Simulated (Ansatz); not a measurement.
Crystal: SnTe.

```
Te Sn
1.0
     0.00000    3.61115    3.61115
     3.61115    0.00000    3.61115
     3.61115    3.61115    0.00000
Te Sn
1 1
Direct
  0.25000 0.25000 0.25000
  0.00000 0.00000 0.00000
```

Measurements of this composition are mostly on another form, of space group No. 225.

Base run:

| Property | Result |
| --- | --- |
| Program | Ansatz 0.2.0 |
| Functional | PBEsol |
| Potentials or basis | all-electron PAW datasets made for the crystal |
| Cutoff | 240 eV |
| Density cutoff | 960 eV |
| k mesh | 7 × 7 × 7 |
| Occupations | fermi-dirac, width 0.05 eV |
| Spin | no spin polarisation |

Its results: pressure -1.4 GPa.

The run is repeated on the same cell with these changes: potentials or basis from all-electron PAW datasets made for the crystal to all-electron LAPW, non-relativistic; cutoff from 240 eV to 188 eV; density cutoff from 960 eV to 753 eV. What comes out?

Pressure -0.7 GPa.

Caveats: relativity is left out, which matters for the heavier elements (some runs).

Not every run made on this cell is shown here.
